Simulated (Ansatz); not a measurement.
# Electric field gradients in MoP4

All numbers below come from Ansatz, DFT PBEsol, scalar-relativistic, plane waves, PAW. Settings: 420 eV plane-wave cutoff, Γ-centred 8×8×8 mesh, Fermi-Dirac smearing of 0.15 eV. No spin polarisation.

The cell, relaxed at this level:
```
CELL_PARAMETERS angstrom
2.64820 -5.55544 0.00468
2.64820 5.55544 0.00468
-2.03553 0.00000 5.41144
ATOMIC_POSITIONS crystal
Mo 0.94171 0.05829 0.25000
Mo 0.05829 0.94171 0.75000
P 0.18310 0.37401 0.68186
P 0.62599 0.81690 0.81814
P 0.81690 0.62599 0.31814
P 0.37401 0.18310 0.18186
P 0.05653 0.49737 0.18993
P 0.50263 0.94347 0.31007
P 0.94347 0.50263 0.81007
P 0.49737 0.05653 0.68993
```

In a metal these results depend on the k mesh and the smearing. A semilocal functional can close a gap that the real compound has. Spin–orbit coupling is left out, which matters for gradients at heavy nuclei.

Give V_zz (10²¹ V/m²) and the asymmetry η at each distinct site.

Answers

| atom | V_zz | η |
| --- | --- | --- |
| Mo (atom 1) | 7.91 | 0.17 |
| P (atom 3) | 6.05 | 0.80 |
| P (atom 7) | -5.79 | 0.27 |

Cost: 1 run of about 2.2 core-minutes, on Intel Xeon Processor @ 2.50GHz (Skylake/Cascade Lake) (shared hosts).